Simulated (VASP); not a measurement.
A run of VASP 6.6.1 is set up as follows.

INCAR

```
PREC = Accurate ; ENCUT = 520
EDIFF = 1E-7 ; ISMEAR = -1
SIGMA = 0.05 ; LREAL = F
LASPH = T ; NELM = 100
ALGO = Normal ; ISIF = 2
LWAVE = F ; LCHARG = F
ISPIN = 2 ; MAGMOM = 3
LORBIT = 11 ; LMAXMIX = 4
GGA = PE ; NBANDS = 14
```

File KPOINTS:

```
regular mesh
0
Gamma
  13 13 13
```

The input POSCAR:

```
Fe
1.0
    0.0000000000      1.9417396906      1.9651051623
    1.4984397099      0.0000000000      1.9651051623
    1.4984397099      1.9417396906      0.0000000000
Fe
1
Direct
    0.0000000000      0.0000000000      0.0000000000
```

Potentials or basis: VASP PAW PBE potentials, release 64 (Fe).

The run is started by

```bash
$ cat potpaw_PBE.64/Fe/POTCAR > POTCAR
$ mpirun -np 1 vasp_std > vasp.out
```

(1) Predict the net moment.

(2) What does it give for the band gap on the k mesh?

(3) What does it give for the pressure?

(4) Estimate the site moments.

Answers

(1) 2.20 μB per cell.

(2) none (metal or under the smearing width).

(3) -1.0 GPa.

(4) Fe +2.19 μB.
